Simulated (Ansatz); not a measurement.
## Structures of CoO: which is lowest?

Plane-wave DFT in Ansatz with scalar-relativistic PAW potentials, cutoff 420 eV, Γ-centred meshes chosen by cell and gap, Gaussian smearing with energies taken to zero width. Every cell was relaxed (cell and atoms) in a run of its own, within the symmetry of its start. Functional: LDA.

Relaxed structures (starts from databases or built by putting these elements on another compound's sites):
A. Fm-3m, 2 atoms in the computed cell, a = 4.074 Å; sites (symmetry × multiplicity) Co m-3m × 4, O m-3m × 4; start: database
B. P6_3mc, 4 atoms in the computed cell, a = 2.652 Å, c = 5.907 Å; sites (symmetry × multiplicity) Co 3m. × 2, O 3m. × 2; start: database
C. R3m, 4 atoms in the computed cell, a = 3.054 Å, c = 14.590 Å; sites (symmetry × multiplicity) Co 3m × 3 + 3m × 3, O 3m × 3 + 3m × 3; start: database

Problem. Rank them by energy. Could pressure change the order?

Solution.
| structure | group | E − E(lowest) (meV/atom) | V (Å³/atom) | gap on mesh (eV) |
| --- | --- | --- | --- | --- |
| B | P6_3mc | 0.0 | 9.00 | 0.00 |
| C | R3m | 28.9 | 9.82 | 0.00 |
| A | Fm-3m | 236 | 8.46 | 0.00 |

B is lowest, 29 meV/atom under C. A is denser by 0.54 Å³/atom, so pressure favours it: ΔE/ΔV, with ΔE in eV and 1 eV/Å³ = 160.2 GPa, gives about 70 GPa for equal enthalpy if both cells were rigid; at such pressures compression changes ΔV much, so this is a scale only. Other structures may lie lower than all of these, and vibrations aren't counted.

Magnetic cells started from one order each; another order can shift an energy by tens of meV per atom.